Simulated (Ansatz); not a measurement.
Relaxed CaF₂ (fluorite):

```
CELL_PARAMETERS angstrom
      0.00000     2.75551     2.75551
      2.75551     0.00000     2.75551
      2.75551     2.75551     0.00000
ATOMIC_POSITIONS crystal
  Ca 0.00000 0.00000 0.00000
  F  0.25000 0.25000 0.25000
  F  0.75000 0.75000 0.75000
```

In this cell atom 3 (F, nearest neighbour Ca at 2.386 Å; its periodic images, 3.9 Å or more away, move with it) is moved by s along Cartesian [110], unit vector (0.707, 0.707, 0.000); all other atoms and the cell stay fixed.

The numbers are results of PBE (plane waves to 420 eV, PAW, scalar-relativistic; Ansatz, an electronic-structure program), not measurements. k mesh 8×8×8 (Γ-centred), Fermi-Dirac smearing 0.05 eV. The energy includes the smearing's −TS. F∥ is the force on the atom along that direction. CaF2 was relaxed with its symmetry unable to fall. The PAW data are Ansatz's earlier set. ΔE is measured from the undisplaced structure.

Q: Estimate the ΔE (meV/cell) and F∥ (eV/Å) for s (Å) = -0.480, -0.384, -0.288, -0.096, 0.192, 0.288, 0.384, 0.480.

A: 
```csv
s (Å),ΔE (meV/cell),F∥ (eV/Å)
-0.480,558,2.628
-0.384,340,1.931
-0.288,184,1.345
-0.096,19,0.408
0.192,79,-0.846
0.288,184,-1.345
0.384,340,-1.931
0.480,558,-2.628
```

(For displaced atoms, the force is minus the slope of the energy, and its curvature is a force constant, which sets phonon frequencies.)
